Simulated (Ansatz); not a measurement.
Take a crystal in which Mg has been replaced by Be on all its sites, with the cell rescaled by a rough guess (in some cases also distorted within its space group) and nothing relaxed:

```cif
data_structure
_symmetry_space_group_name_H-M 'P 1'
_symmetry_Int_Tables_number 1
_cell_length_a 3.4182
_cell_length_b 3.4182
_cell_length_c 3.4182
_cell_angle_alpha 60.000
_cell_angle_beta 60.000
_cell_angle_gamma 60.000
_cell_volume 28.24
loop_
_atom_site_label
_atom_site_type_symbol
_atom_site_fract_x
_atom_site_fract_y
_atom_site_fract_z
_atom_site_occupancy
Be1 Be 0.00000 0.00000 0.00000 1
S1 S 0.50000 0.50000 0.50000 1
```

Computed with DFT PBE, scalar-relativistic, plane waves, PAW (Ansatz).

Cutoff 420 eV; k points 10×10×10 on the computed 2-atom cell (Γ-centred); Gaussian smearing, width 0.02 eV; no spin polarisation.

(1) Will this cell want to expand or contract, and how hard?

(2) Is it a metal on this mesh?

(3) What is its energy against the elements in their standard states?

Results:

(1) The pressure is -10.9 GPa (positive in compression), so the cell would contract.

(2) No: the gap is 0.94 eV, the least direct gap 3.57 eV.

(3) -0.443 eV/atom at this unrelaxed geometry, with the elements in the same functional.

This rock-salt form isn't the usual stable structure of the compound.